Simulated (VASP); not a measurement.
# W (Im-3m) in VASP: settings compared, part 2 of 2

VASP 6.6.1.

## Step 4: Relaxation of cell and atoms, PBEsol+D3(BJ)

Contents of INCAR:

```
SYSTEM = W
PREC = Accurate
ENCUT = 600
EDIFF = 1E-6
ISMEAR = -1
SIGMA = 0.05
LREAL = .False.
LASPH = .True.
NELM = 60
ALGO = Fast
ISIF = 3
LWAVE = .False.
LCHARG = .False.
GGA = PS
IVDW = 12
IBRION = 2
NSW = 40
EDIFFG = -0.02
```

Contents of KPOINTS:

```
Automatic mesh
0
Gamma
  12 12 12
  0 0 0
```

Contents of POSCAR:

```
W
1.0
   -1.5823450000      1.5823450000      1.5823450000
    1.5823450000     -1.5823450000      1.5823450000
    1.5823450000      1.5823450000     -1.5823450000
W
1
Direct
    0.0000000000      0.0000000000      0.0000000000
```

Potentials or basis: VASP PAW PBE potentials, release 64 (W_sv).

The run is started by

```bash
cat potpaw_PBE.64/W_sv/POTCAR > POTCAR
mpirun -np 1 vasp_std > vasp.out
```

OUTCAR:

```text
SYSTEM = W
   PREC = Accurate
   ENCUT = 600
   EDIFF = 1E-6
   ISMEAR = -1
   LREAL = .False.
   LASPH = .True.
   NELM = 60
   ISIF = 3
   GGA = PS
   IVDW = 12
   IBRION = 2
   NSW = 40
   EDIFFG = -0.02
 IVDW          = 12

 ion  position               nearest neighbor table
   1  0.000  0.000  0.000-

  LATTYP: Found a body centered cubic cell.
 ALAT       =     3.1646900000

  Lattice vectors:

 A1 = (  -1.5823450000,   1.5823450000,   1.5823450000)
 A2 = (   1.5823450000,  -1.5823450000,   1.5823450000)
 A3 = (   1.5823450000,   1.5823450000,  -1.5823450000)

Analysis of symmetry for initial positions (statically):
=====================================================================
 Subroutine PRICEL returns:
 Original cell was already a primitive cell.

 Routine SETGRP: Setting up the symmetry group for a
 body centered cubic supercell.

 Subroutine GETGRP returns: Found 48 space group operations
 (whereof 48 operations were pure point group operations)
 out of a pool of 48 trial point group operations.

The static configuration has the point symmetry O_h .

Analysis of symmetry for dynamics (positions and initial velocities):
=====================================================================
 Subroutine PRICEL returns:
 Original cell was already a primitive cell.

 Routine SETGRP: Setting up the symmetry group for a
 body centered cubic supercell.

 Subroutine GETGRP returns: Found 48 space group operations
 (whereof 48 operations were pure point group operations)
 out of a pool of 48 trial point group operations.

The dynamic configuration has the point symmetry O_h .

 Subroutine INISYM returns: Found 48 space group operations
 (whereof 48 operations are pure point group operations),
 and found     1 'primitive' translations

----------------------------------------------------------------------------------------

                                     Primitive cell

  volume of cell :      15.8476
[... 101 lines left out ...]
   EFERMI =   0.00;   METHOD = LEGACY
   ISMEAR =    -1;   SIGMA  =   0.05  broadening in eV -4-tet -1-fermi 0-gaus
   EFERMI_NEDOS =   21; number of points for ismear=-14 and -15
   IALGO  =     68    algorithm
   IMIX   =      4    mixing-type and parameters
     AMIX     =   0.40;   BMIX     =  1.00
     AMIX_MAG =   1.60;   BMIX_MAG =  1.00
  volume/ion in A,a.u.               =      15.85       106.94
  Fermi-wavevector in a.u.,A,eV,Ry     =   1.570832  2.968442 33.572544  2.467512
  Thomas-Fermi vector in A             =   2.672506
   LORBIT       =      0    0 simple, 1 ext, 2 COOP (PROOUT), +10 PAW based schemes
   GGA     = PS    functional components
   LHFCALC =     F    Hartree Fock is set to
   AEXX    =    0.0000 exact exchange contribution
   IVDW    =    12    specifies the selected vdW correction
   LEPSILON=     F    determine dielectric tensor
   LRPA    =     F    only Hartree local field effects (RPA)
 conjugate gradient relaxation of ions
 non-spin polarized calculation
 RMM-DIIS sequential band-by-band and
  energy-cutoff  :      600.00
  volume of cell :       15.85
 maximum number of plane-waves:       543
 NGX is ok and might be reduce to    24
   NGX = 11   NGY = 11   NGZ = 11

--------------------------------------- Ionic step        1  -------------------------------------------

 number of electron      14.0000002 magnetization

 Free energy of the ion-electron system (eV)
  ---------------------------------------------------
  ext. energy  EPLUGINS =         0.00000000
  ---------------------------------------------------
  free energy    TOTEN  =       -13.80616340 eV

  energy without entropy =      -13.80123384  energy(sigma->0) =      -13.80369862

------------------------ aborting loop because EDIFF is reached ----------------------------------------

 Edisp (eV)   -0.74378

 E8    (eV) :    -0.5453
[... 108 lines left out ...]
--------------------------------------- Ionic step        4  -------------------------------------------

 number of electron      13.9999999 magnetization

 Free energy of the ion-electron system (eV)
  ---------------------------------------------------
  ext. energy  EPLUGINS =         0.00000000
  ---------------------------------------------------
  free energy    TOTEN  =       -13.79808572 eV

  energy without entropy =      -13.79285070  energy(sigma->0) =      -13.79546821

 E-fermi :  11.6760     XC(G=0): -13.9383

 val. band max:       11.6528843904   @ k =  -0.1667   0.1667   0.0833
 cond. band min:      11.6795323513   @ k =   0.4167   0.0833   0.0000
 fundamental gap:      0.0266479609
 Fermi energy:        11.6760283255

 k-point     1 :       0.0000    0.0000    0.0000
  band No.  band energies     occupation
      1     -62.3696      2.00000
      2     -25.8785      2.00000
      3     -25.8785      2.00000
      4     -25.8785      2.00000
      5       1.9063      2.00000
      6      10.4461      2.00000
      7      10.4461      2.00000
      8      10.4461      2.00000
      9      14.0435      0.00000
     10      14.0435      0.00000
     11      26.3429      0.00000
[... 309 lines left out ...]
 k-point    24 :       0.4167    0.0833    0.0833
  band No.  band energies     occupation
      1     -62.2119      2.00000
      2     -27.2188      2.00000
      3     -26.4096      2.00000
      4     -25.9849      2.00000
      5       5.9317      2.00000
      6       7.9720      2.00000
      7      11.5441      1.86669
      8      14.2208      0.00000
      9      15.0230      0.00000
     10      19.4988      0.00000
     11      22.0850      0.00000

 [... further k-points ...]

------------------------ aborting loop because EDIFF is reached ----------------------------------------

 Edisp (eV)   -0.76732

 E8    (eV) :    -0.5625
[... 24 lines left out ...]
  FREE ENERGIE OF THE ION-ELECTRON SYSTEM (eV)
  ---------------------------------------------------
  free  energy   TOTEN  =       -14.5654103411 eV

  energy  without entropy=      -14.5601753137  energy(sigma->0) =      -14.56279283

 reached required accuracy - stopping structural energy minimisation
```

OSZICAR:

```text
N       E                     dE             d eps       ncg     rms          rms(c)
DAV:   1     0.826377968618E+02    0.82638E+02   -0.86035E+03  1592   0.159E+03
[... 39 lines left out ...]
   3 F= -.14565384E+02 E0= -.14562768E+02  d E =-.154388E-01
       N       E                     dE             d eps       ncg     rms          rms(c)
DAV:   1    -0.137982071636E+02    0.60592E-03   -0.29621E-03  1773   0.874E-01    0.151E-01
RMM:   2    -0.137981004384E+02    0.10673E-03   -0.14613E-04  1585   0.137E-01    0.353E-02
RMM:   3    -0.137980843205E+02    0.16118E-04   -0.62186E-05  1587   0.895E-02    0.265E-02
RMM:   4    -0.137980858102E+02   -0.14897E-05   -0.46968E-06  1558   0.295E-02    0.693E-03
RMM:   5    -0.137980857246E+02    0.85639E-07   -0.11572E-06   996   0.143E-02
   4 F= -.14565410E+02 E0= -.14562793E+02  d E =-.154654E-01
```

CONTCAR:

```text
W
   1.00000000000000
    -1.5660690542875408    1.5660690542875408    1.5660690542875408
     1.5660690542875408   -1.5660690542875408    1.5660690542875408
     1.5660690542875408    1.5660690542875408   -1.5660690542875408
  W
     1
Direct
     0.0000000000000000    0.0000000000000000    0.0000000000000000

  0.00000000E+00  0.00000000E+00  0.00000000E+00
```

Wall time 18 s (1 thread of Intel Xeon 6975P-C (Granite Rapids), shared host); peak memory 0.16 GiB.

What came out:

| Property | Result |
| --- | --- |
| Free energy | -14.5654 eV |
| Relaxed volume | 15.36 Å³/atom |
| Relaxed cell | a = 2.713 Å, b = 2.713 Å, c = 2.713 Å, α = 109.47°, β = 109.47°, γ = 109.47° |
| Space group after relaxing (to 0.05 Å) | Im-3m (No. 229) |
| Energy gained by relaxing | 15.5 meV/atom |
| Ionic steps | 4 |
| Pressure after relaxing | -0.1 GPa |
| Band gap on the k mesh | none (metal or under the smearing width) |
| Dispersion energy per atom | -0.767 eV |

The path:
```tsv
step	energy change (eV)	largest force (eV/Å)	pressure (GPa)	volume (Å³)
1	0.0000	0.0000	-9.85	15.85
2	0.2046	0.0000	47.45	13.72
3	-0.0154	0.0000	-0.37	15.38
4	-0.0155	0.0000	-0.08	15.36
```

Final structure:
```xyz
1
Lattice="-1.5661 1.5661 1.5661 1.5661 -1.5661 1.5661 1.5661 1.5661 -1.5661" Properties=species:S:1:pos:R:3 pbc="T T T"
W     0.0000    0.0000    0.0000
```

Caveat: the PAW data sets were made with another functional, which shifts forces and pressure a little; pairwise dispersion overbinds metals, which lowers pressure and volume.

## Step 5: Relaxation of cell and atoms, BEEF-vdW

Contents of INCAR:

```
SYSTEM = W
ALGO     = Normal         ! electronic algorithm
EDIFF    = 1E-6           ! SCF threshold, eV
EDIFFG   = -0.005         ! ionic threshold
ENCUT    = 600            ! plane-wave cutoff, eV
GGA      = BF             ! functional
IBRION   = 2              ! ionic algorithm
ISIF     = 3              ! what is computed and relaxed
ISMEAR   = -1             ! smearing method
LASPH    = .True.         ! aspherical terms in the spheres
LCHARG   = .False.        ! write CHGCAR
LREAL    = .False.        ! projectors in reciprocal space
LUSE_VDW = .True.       
LWAVE    = .False.        ! write WAVECAR
NELM     = 80             ! most SCF steps
NSW      = 60             ! ionic steps
PREC     = Accurate       ! precision mode
SIGMA    = 0.05           ! smearing width, eV
ZAB_VDW  = -1.8867
```

Contents of KPOINTS:

```
k-points
0
Gamma
  12 12 12
  0 0 0
```

POSCAR is that of step 4.

The run is started by

```bash
cat potpaw_PBE.64/W_sv/POTCAR > POTCAR
mpirun -np 1 vasp_std > vasp.out
```

It took 51 s on 1 thread of AMD EPYC 9R45 (Zen 5), shared host; peak memory 0.24 GiB.

Results (log left out):

| Property | Result |
| --- | --- |
| Free energy | -9.6760 eV |
| Relaxed volume | 16.22 Å³/atom |
| Relaxed cell | a = 2.762 Å, b = 2.762 Å, c = 2.762 Å, α = 109.47°, β = 109.47°, γ = 109.47° |
| Space group after relaxing (to 0.05 Å) | Im-3m (No. 229) |
| Energy gained by relaxing | 8.1 meV/atom |
| Ionic steps | 4 |
| Pressure after relaxing | 0.0 GPa |
| Band gap on the k mesh | none (metal or under the smearing width) |

The path:
```tsv
step	energy change (eV)	largest force (eV/Å)	pressure (GPa)	volume (Å³)
1	0.0000	0.0000	7.26	15.85
2	0.0830	0.0000	-20.37	17.55
3	-0.0081	0.0000	-0.22	16.23
4	-0.0081	0.0000	-0.01	16.22
```

Final structure:
```xyz
1
Lattice="-1.5945 1.5945 1.5945 1.5945 -1.5945 1.5945 1.5945 1.5945 -1.5945" Properties=species:S:1:pos:R:3 pbc="T T T"
W     0.0000    0.0000    0.0000
```

Levels at points of the mesh, in eV from the Fermi level:
| k point | band 3 | band 4 | band 5 | band 6 | band 7 | band 8 | band 9 | band 10 | band 11 |
| --- | --- | --- | --- | --- | --- | --- | --- | --- | --- |
| (0.00, 0.00, 0.00) | -37.98 | -37.98 | -9.36 | -1.07 | -1.07 | -1.07 | 2.33 | 2.33 | 14.61 |
| (0.50, 0.00, 0.00) | -38.36 | -37.98 | -5.97 | -3.32 | 0.66 | 2.21 | 3.15 | 5.97 | 10.80 |
| (0.50, 0.50, 0.50) | -38.79 | -38.79 | -5.49 | -5.49 | 5.04 | 5.04 | 5.04 | 8.17 | 8.17 |

Caveat: the PAW data sets were made with another functional, which shifts forces and pressure a little.

## Step 6: Overview

```tsv
level	gap on the mesh (eV)	pressure (GPa)	relaxed volume (Å³/atom)
PBE+TS	none	0.0	15.34
PBEsol+D3	none	0.0	15.41
PBEsol+D3(BJ)	none	-0.1	15.36
BEEF-vdW	none	0.0	16.22
```

Alike in all rows: task relaxation of cell and atoms; potentials or basis VASP PAW PBE potentials, release 64 (W_sv); no spin polarisation; cell relaxed; k mesh 12 × 12 × 12; cutoff (eV) 600; smearing fermi-dirac 0.05 eV.

Caveats: pairwise dispersion overbinds metals, which lowers pressure and volume (some runs); the PAW data sets were made with another functional, which shifts forces and pressure a little (some runs); atom-pairwise D2, TS and ULG terms overbind metals (some runs).

Absolute energies hang on the potentials; compare differences alone.
